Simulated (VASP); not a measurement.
# Te in VASP: notebook, part 2 of 2

VASP 6.6.1. The steps go on from the part before.

## Step 4: Single point, PBE+D3(BJ)

The input, INCAR:

```
SYSTEM = Te
  PREC = Accurate
  ENCUT = 520
  EDIFF = 1E-6
  ISMEAR = 0
  SIGMA = 0.03
  LREAL = .False.
  LASPH = .True.
  NELM = 80
  ALGO = Normal
  ISIF = 2
  LWAVE = .False.
  LCHARG = .False.
  LDIPOL = .True.
  IDIPOL = 3
  DIPOL = 0.5 0.5 0.500
  GGA = PE
  IVDW = 12
  LVHAR = .True.
  LVACPOTAV = .True.
  ICORELEVEL = 1
  KPAR = 2
```

The input, KPOINTS:

```
regular mesh
0
Gamma
  6 5 1
  0 0 0
```

The input, POSCAR:

```
Te                                      
1.0
    4.3110268400      0.0000000000      0.0000000000
    0.0000000000      5.9737350000      0.0000000000
    0.0000000000      0.0000000000     20.8638381300
  Te            
     6
Direct
     0.6372044042858186    0.9936422312862954    0.3628870770137060
     0.2120924987012301    0.3301437105929839    0.4092721491408014
     0.6507028570129529    0.6606129058444894    0.4594751064975789
     0.1507028270129576    0.0060540941555074    0.5405248935024211
     0.7120924187012306    0.3365222894070226    0.5907278508591987
     0.1372042842858157    0.6730247687137014    0.6371129229862939
```

Potentials or basis: VASP PAW PBE potentials, release 64 (Te).

On the command line:

```
$ cat potpaw_PBE.64/Te/POTCAR > POTCAR
$ mpirun -np 2 vasp_std > vasp.out
```

OUTCAR:

```text
SYSTEM = Te
   PREC = Accurate
   ENCUT = 520
   EDIFF = 1E-6
   ISMEAR = 0
   LREAL = .False.
   LASPH = .True.
   NELM = 80
   ISIF = 2
   GGA = PE
   IVDW = 12
 IVDW          = 12

 ion  position               nearest neighbor table
   1  0.637  0.994  0.363-   3 2.83   2 2.89   2 3.33
   2  0.212  0.330  0.409-   1 2.89   3 2.93   3 3.29   1 3.33   4 3.36
   3  0.651  0.661  0.459-   1 2.83   2 2.93   2 3.29   5 3.36   4 3.43   4 3.43
   4  0.151  0.006  0.541-   6 2.83   5 2.93   5 3.29   2 3.36   3 3.43   3 3.43
   5  0.712  0.337  0.591-   6 2.89   4 2.93   4 3.29   6 3.33   3 3.36
[... 519 lines left out ...]
  -------------------------------------------------------------------------------------
  Total      -1.19912    -2.12121    -0.02178     0.00000     0.11313     0.00000
  in kB      -3.57562    -6.32520    -0.06494     0.00000     0.33735     0.00000
  external pressure =       -3.32 kB  Pullay stress =        0.00 kB

 VOLUME and BASIS-vectors are now :
 -----------------------------------------------------------------------------
  energy-cutoff  :      520.00
  volume of cell :      537.31
      direct lattice vectors                 reciprocal lattice vectors
     4.311026840  0.000000000  0.000000000     0.231963297  0.000000000  0.000000000
     0.000000000  5.973735000  0.000000000     0.000000000  0.167399458  0.000000000
     0.000000000  0.000000000 20.863838130     0.000000000  0.000000000  0.047929820

 POSITION                                       TOTAL-FORCE (eV/Angst)
 -----------------------------------------------------------------------------------
      2.74701      5.93576      7.57122         0.004766     -0.006909     -0.003097
      0.91434      1.97219      8.53899         0.011217     -0.014363      0.003388
      2.80520      3.94633      9.58641        -0.015984     -0.011392      0.001834
      0.64968      0.03617     11.27742        -0.015984      0.011392     -0.001834
      3.06985      2.01029     12.32485         0.011217      0.014363     -0.003388
      0.59149      4.02047     13.29262         0.004766      0.006909      0.003097
 -----------------------------------------------------------------------------------
    total drift:                                0.000366      0.001886     -0.000086

  FREE ENERGIE OF THE ION-ELECTRON SYSTEM (eV)
  ---------------------------------------------------
  free  energy   TOTEN  =       -20.4562150094 eV

  energy  without entropy=      -20.4562150094  energy(sigma->0) =      -20.45621501

 vacuum level on the upper side and lower side of the slab         3.962         3.962
```

OSZICAR:

```text
N       E                     dE             d eps       ncg     rms          rms(c)
DAV:   1     0.248793263606E+03    0.24879E+03   -0.11106E+04   528   0.116E+03
DAV:   2     0.123021387632E+02   -0.23649E+03   -0.23346E+03   826   0.181E+02
DAV:   3    -0.174695288508E+02   -0.29772E+02   -0.29664E+02   654   0.727E+01
[... 14 lines left out ...]
DAV:  18    -0.185796540908E+02   -0.63347E-05   -0.32605E-07   390   0.174E-03    0.161E-03
DAV:  19    -0.185796635991E+02   -0.95084E-05   -0.18901E-07   372   0.132E-03    0.130E-03
DAV:  20    -0.185796654892E+02   -0.18901E-05   -0.55321E-08   324   0.706E-04    0.605E-04
DAV:  21    -0.185796679659E+02   -0.24767E-05   -0.60630E-08   342   0.741E-04    0.111E-04
DAV:  22    -0.185796687714E+02   -0.80550E-06   -0.23324E-08   312   0.412E-04
   1 F= -.20456215E+02 E0= -.20456215E+02  d E =-.276600E-16
```

stdout:

```text
POSCAR found type information on POSCAR Te
 POSCAR found :  1 types and       6 ions
 scaLAPACK will be used
 LDA part: xc-table for (Slater+PW92), standard interpolation
 POSCAR, INCAR and KPOINTS ok, starting setup
 FFT: planning ... GRIDC
 FFT: planning ... GRID_SOFT
 FFT: planning ... GRID
 WAVECAR not read
 entering main loop
 -----------------------------------------------------------------------------
|                                                                             |
|           W    W    AA    RRRRR   N    N  II  N    N   GGGG   !!!           |
|           W    W   A  A   R    R  NN   N  II  NN   N  G    G  !!!           |
|           W    W  A    A  R    R  N N  N  II  N N  N  G       !!!           |
|           W WW W  AAAAAA  RRRRR   N  N N  II  N  N N  G  GGG   !            |
|           WW  WW  A    A  R   R   N   NN  II  N   NN  G    G                |
|           W    W  A    A  R    R  N    N  II  N    N   GGGG   !!!           |
|                                                                             |
|     Did not find any points to average over, which means that no vacuum     |
|     field-free region was found. Please increase the size of  your cell     |
|     in the dimension of the dipole correction to obtain accurate            |
|     workfunction values.                                                    |
|                                                                             |
 -----------------------------------------------------------------------------
```

It took 81 s on 2 MPI ranks of Intel Xeon Platinum 8488C (Sapphire Rapids), shared host; peak memory 0.54 GiB.

Results:

```
Free energy                            : -20.4562 eV
Largest force                          : 0.020 eV/Å
Band gap on the k mesh                 : 0.93 eV, indirect (least direct gap 1.04 eV)
Dispersion energy per atom             : -0.313 eV
Ionisation potential of the upper face : 4.89 eV
```

Forces on the atoms (eV/Å):
```
Te   0.005 -0.007 -0.003
Te   0.011 -0.014  0.003
Te  -0.016 -0.011  0.002
Te  -0.016  0.011 -0.002
Te   0.011  0.014 -0.003
Te   0.005  0.007  0.003
```

Levels at points of the mesh, in eV from the valence-band top:
| k point | band 16 | band 17 | band 18 | band 19 | band 20 | band 21 |
| --- | --- | --- | --- | --- | --- | --- |
| (0.00, 0.00, 0.00) | -0.36 | -0.18 | -0.17 | 1.11 | 1.14 | 1.18 |
| (0.50, 0.00, 0.00) | -1.53 | -0.96 | -0.96 | 1.57 | 1.57 | 2.06 |

Core levels (eV, on the scale of the bands):
```csv
atom,levels
1 Te,"1s -31617.0, 2s -4844.6, 2p -4348.0, 3s -960.7, 3p -799.4, 3d -555.7, 4s -160.2, 4p -110.2, 4d -37.5"
2 Te,"1s -31617.3, 2s -4844.9, 2p -4348.3, 3s -961.0, 3p -799.7, 3d -556.0, 4s -160.5, 4p -110.5, 4d -37.8"
3 Te,"1s -31617.4, 2s -4844.9, 2p -4348.3, 3s -961.1, 3p -799.8, 3d -556.0, 4s -160.6, 4p -110.6, 4d -37.9"
4 Te,"1s -31617.4, 2s -4844.9, 2p -4348.3, 3s -961.1, 3p -799.8, 3d -556.0, 4s -160.6, 4p -110.6, 4d -37.9"
5 Te,"1s -31617.3, 2s -4844.9, 2p -4348.3, 3s -961.0, 3p -799.7, 3d -556.0, 4s -160.5, 4p -110.5, 4d -37.8"
6 Te,"1s -31617.0, 2s -4844.6, 2p -4348.0, 3s -960.7, 3p -799.4, 3d -555.7, 4s -160.2, 4p -110.2, 4d -37.5"
```

Caveat: spin-orbit coupling is left out, which moves the levels of the heavy elements. A hybrid or GW would open this gap; PBE tends to underestimate it.
